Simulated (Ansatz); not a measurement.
Bi$_{2}$Te$_{3}$: how the energy converges with the cutoff

Bi$_{2}$Te$_{3}$, R3m, a = 4.417 Å, c = 29.840 Å. This isn't the usual stable structure of the compound. Ansatz: PBE, PAW, cutoff varied, Γ-centred 12×12×12 mesh on 5 atoms, Gaussian smearing 0.10 eV; no spin polarisation. Single points at one geometry, the cutoff alone changed; ΔE is the energy at zero smearing over the run at 850 eV (runs within 0.3 meV/atom of it are left out). The runs up to 380 eV lie under the cutoff recommended for these PAW datasets.

```tsv
cutoff (eV)	ΔE (meV/atom)
150	58697.75
200	8144.69
250	926.16
300	72.74
350	?
380	2.04
420	1.30
460	0.56
```

Task: Assume ΔE falls exponentially with the cutoff, fit y = ln ΔE against x, the cutoff in eV, to the other rows, and predict the missing value.

Result: y = 10.980, 9.005, 6.831, 4.287, 0.713, 0.262, -0.580. Means x = 308.6, y = 4.4997; Σ(Δx)² = 80886, ΣΔxΔy = -3163; the slope is their ratio. y = 16.57 − 0.03911 x, a factor of ten per 59 eV. At 350 eV this gives ΔE = 17.84 meV/atom. The run gave 4.19, a ratio of 4.26. Between neighbouring rows the decay runs from a factor of ten per 40 eV to one per 204 eV, so one exponential is only a rough guide.